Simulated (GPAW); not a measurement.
The system is Ge.

```
Ge
1.0
     1.39715   -2.60052    0.00000
     1.39715    2.60052    0.00000
     0.00000    0.00000    2.69823
Ge
1
Direct
  0.50000 0.50000 0.00000
```

This isn't the form of Ge at room conditions, which is diamond.

| Property | Result |
| --- | --- |
| Program | GPAW 26.7.0 |
| Task | relaxation of cell and atoms |
| Functional | PBEsol |
| Dispersion | D3 |
| Potentials or basis | PAW data sets generated in the run's folder for this functional |
| Cutoff | 600 eV |
| Basis | pw |
| k mesh | 11 × 11 × 10 |
| Occupations | fermi-dirac, width 0.05 eV |
| Spin | no spin polarisation |

At the start: pressure -5.1 GPa; volume 19.61 Å³/atom.

Problem. Where does the relaxation end?

Solution. Over 8 steps the energy falls by 30.4 meV/atom and the volume is 18.12 Å³/atom (-7.6 %); space group Cmmm (No. 65, to 0.05 Å).

Step by step:
```tsv
step	energy change (eV)	largest force (eV/Å)	pressure (GPa)	volume (Å³)
1	0.0000	0.0000	-5.08	19.61
2	-0.0150	0.0000	-3.50	19.09
3	-0.0280	0.0000	0.65	18.00
4	-0.0288	0.0000	0.33	18.07
5	-0.0301	0.0000	-0.13	18.15
6	-0.0303	0.0000	-0.04	18.13
7	-0.0304	0.0000	0.03	18.11
8	-0.0304	0.0000	0.02	18.12
```

Final structure:
```
Ge
1.0
     1.39047   -2.44531    0.00000
     1.39047    2.44531    0.00000
     0.00000    0.00000    2.66408
Ge
1
Direct
  0.50000 0.50000 0.00000
```

Caveat: later steps reuse the first step's grids; pairwise dispersion overbinds metals, which lowers pressure and volume.
